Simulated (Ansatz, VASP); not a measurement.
**Two plane-wave programs on Ir**

```
Ir
1.0
     2.28272    0.00000    0.00000
     0.00000    2.28272    0.00000
     0.00000    0.00000    2.28272
Ir
1
Direct
  0.00000 0.00000 0.00000
```

Change from the starting cell: volume scaled by 0.7, PAW files.

Alike in both runs: task single point; functional PBE; k mesh 17 × 17 × 17; occupations fermi-dirac, width 0.08 eV; no spin polarisation.

```csv
,VASP,Ansatz
version,VASP 6.6.1,Ansatz 0.2.0
potentials or method,"VASP PAW PBE potentials, release 64 (Ir)","PAW with Ansatz's default frozen-core files, scalar-relativistic"
plane-wave cutoff (eV),520,420
valence electrons in the cell,9,17
```

|  | VASP | Ansatz | Ansatz less VASP |
| --- | --- | --- | --- |
| pressure (GPa) | 207.6 | 208.3 | +0.67 |

The functional is the same, so the differences come from potentials, cutoffs and numerics. The two sets of potentials don't hold the same shells in valence.

Caveats: the cell as given lies far from equilibrium; so large a pressure means that the cell lies far from this level's equilibrium, or that cutoff or potentials fall short (VASP). Spin-orbit coupling is left out, which matters for the levels of Ir.
